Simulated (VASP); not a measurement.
**NaI (distorted wurtzite): one LDA single-point calculation in two programs**

```
CELL_PARAMETERS angstrom
5.42820 0.07630 -0.02350
-2.64800 4.79270 0.06260
-0.02810 0.06990 6.14850
ATOMIC_POSITIONS crystal
Na 0.32620 0.65680 0.94020
Na 0.66430 0.34210 0.42210
I 0.35780 0.67920 0.42760
I 0.65440 0.33720 0.94220
```

The two codes use different PAW datasets and cutoffs. VASP's cell holds 28 valence electrons and Ansatz's 52. LDA means the Perdew–Zunger form with relativistic exchange in VASP and the Perdew–Wang form in Ansatz. Ansatz's stress includes a Pulay correction; VASP's doesn't.

Cutoffs: 520 eV in VASP, 420 eV in Ansatz. k meshes: 4×4×4 and 4×4×4.

|  | VASP | Ansatz |
| --- | --- | --- |
| gap between bands v and c on the k mesh | 3.37 eV | 3.36 eV |
| least direct gap on the k mesh | 3.37 eV | 3.36 eV |
| pressure | -0.5 GPa | -0.5 GPa |
| largest force | 0.34 eV/Å | 0.34 eV/Å |

Forces (eV/Å), VASP:

```json
{"atom": "Na", "Fx": "-0.110", "Fy": "0.088", "Fz": "-0.134"}
{"atom": "Na", "Fx": "0.153", "Fy": "-0.052", "Fz": "0.222"}
{"atom": "I", "Fx": "-0.223", "Fy": "0.057", "Fz": "0.187"}
{"atom": "I", "Fx": "0.181", "Fy": "-0.094", "Fz": "-0.276"}
```

Ansatz:

| atom | Fx | Fy | Fz |
| --- | --- | --- | --- |
| Na | -0.109 | 0.087 | -0.131 |
| Na | 0.151 | -0.051 | 0.219 |
| I | -0.221 | 0.056 | 0.185 |
| I | 0.179 | -0.092 | -0.273 |
